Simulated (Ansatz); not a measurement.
# SnPb3Se4: the cost of one run

Program: Ansatz 0.2.0. Level of theory: DFT PBE, scalar-relativistic, plane waves, PAW. These are calculated values, not measurements.

## Step 1: The system as given

Symmetry: Pm-3m, No. 221, cubic system. The conventional cell has a = 6.163 Å, b = 6.163 Å, c = 6.163 Å, α = 90.00°, β = 90.00°, γ = 90.00°. Sn (site symmetry m-3m) has 6 Se at 3.08 Å as nearest neighbours. Around Pb (site symmetry 4/mmm) lie 6 Se at 3.08 Å. Se (site symmetry m-3m) has 6 Pb at 3.08 Å as nearest neighbours. Se (site symmetry 4/mmm) has 2 Sn at 3.08 Å and 4 Pb at 3.08 Å as nearest neighbours.

Coordinates:

```cif
data_structure
_symmetry_space_group_name_H-M 'P 1'
_symmetry_Int_Tables_number 1
_cell_length_a 6.1629
_cell_length_b 6.1629
_cell_length_c 6.1629
_cell_angle_alpha 90.000
_cell_angle_beta 90.000
_cell_angle_gamma 90.000
_cell_volume 234.07
loop_
_atom_site_label
_atom_site_type_symbol
_atom_site_fract_x
_atom_site_fract_y
_atom_site_fract_z
_atom_site_occupancy
Sn1 Sn 0.00000 0.00000 0.00000 1
Pb1 Pb 0.50000 0.00000 0.50000 1
Pb2 Pb 0.00000 0.50000 0.50000 1
Pb3 Pb 0.50000 0.50000 0.00000 1
Se1 Se 0.50000 0.50000 0.50000 1
Se2 Se 0.00000 0.50000 0.00000 1
Se3 Se 0.50000 0.00000 0.00000 1
Se4 Se 0.00000 0.00000 0.50000 1
```

The start is an ordering of an alloy on its end members' structure types: elements ordered on the sites of the SnSe type, Pb/Sn on Sn (Pm-3m, No. 221).

## Step 2: Probe: one point on a coarse mesh

input.yaml

```yaml
crystal:
  lattice:
    - [6.16285827, 0.0, 0.0]
    - [0.0, 6.16285827, 0.0]
    - [0.0, 0.0, 6.16285827]
  atoms:
    - { symbol: Sn, position: [0.0, 0.0, 0.0] }
    - { symbol: Pb, position: [0.5, 0.0, 0.5] }
    - { symbol: Pb, position: [0.0, 0.5, 0.5] }
    - { symbol: Pb, position: [0.5, 0.5, 0.0] }
    - { symbol: Se, position: [0.5, 0.5, 0.5] }
    - { symbol: Se, position: [0.0, 0.5, 0.0] }
    - { symbol: Se, position: [0.5, 0.0, 0.0] }
    - { symbol: Se, position: [0.0, 0.0, 0.5] }
basis:
  ecutwfc: 420
kpoints:
  mp_grid: { grid: [4, 4, 4] }
hamiltonian:
  xc: pbe
scf:
  occupations: { method: gaussian, width: 0.1 }
  lower_state_search: "off"
output:
  forces: true
  stress: true
  eigenvalues: true
```

On the command line:

```
> ansatz run input.yaml --threads 1 --pin off --max-ram 2560MiB --backend cpu --events-out ev --progress --plain --runs-dir out
```

Q: Estimate wall time and peak memory on 1 thread of Intel Xeon 6975P-C (Granite Rapids), shared host.

About 5.3 s, with a peak of 0.58 GiB.
